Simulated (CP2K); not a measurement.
## BeTe under changes of volume

One of the cells (21.254 Å³/atom); the others are scaled copies at fixed shape and fractional positions:

```
CELL_PARAMETERS angstrom
3.91737 0.00000 0.00000
1.95869 3.39254 0.00000
1.95869 1.13085 3.19852
ATOMIC_POSITIONS crystal
Te 0.75000 0.75000 0.75000
Be 0.00000 0.00000 0.00000
```

- Program: CP2K 2026.2
- Functional: PBE
- Potentials or basis: POTENTIAL_UZH Te GTH-PBE-q6, Be GTH-PBE-q2; TZVP-MOLOPT-PBE-GTH basis
- Density cutoff: 11565 eV
- k mesh: 8 × 8 × 8
- Occupations: fermi-dirac, width 0.05 eV
- Spin: no spin polarisation

| volume (Å³/atom) | energy over the lowest point (meV/atom) | pressure (GPa) | gap on the mesh (eV) |
| --- | --- | --- | --- |
| 19.979 | 75.65 | 9.5 | 2.32 |
| 20.404 | 52.79 | 7.7 | 2.38 |
| 20.829 | 34.54 | 6.1 | 2.43 |
| 21.254 | 20.49 | 4.6 | 2.47 |
| 21.679 | ? | ? | ? |
| 22.104 | 3.55 | 1.9 | 2.56 |
| 22.529 | 0.00 | 0.8 | 2.60 |

What does the run at 21.679 Å³/atom give?

Energy over the lowest point 10.27 meV/atom; pressure 3.2 GPa; gap on the mesh 2.52 eV.

Worked out: A Birch-Murnaghan fit of order 3 (a polynomial in V^(-2/3)) to the other rows has its minimum at 22.84 Å³/atom, just outside them, with B0 = V·E''(V) = 55 GPa and B' = 3.9. It gives 10.28 meV/atom at 21.679 Å³/atom, against the run's 10.27, and -dE/dV = 3.2 GPa, against 3.2. A straight line through the other rows of the gap, of slope 2.29 eV per unit of ln V, gives 2.52 eV, against the run's 2.52.

Energies are extrapolated to zero smearing.

Caveats: spin-orbit coupling is left out, which moves the levels of the heavy elements; the basis of atomic orbitals isn't converged, which shifts pressures, moduli and gaps.

A mesh can miss the band edges.
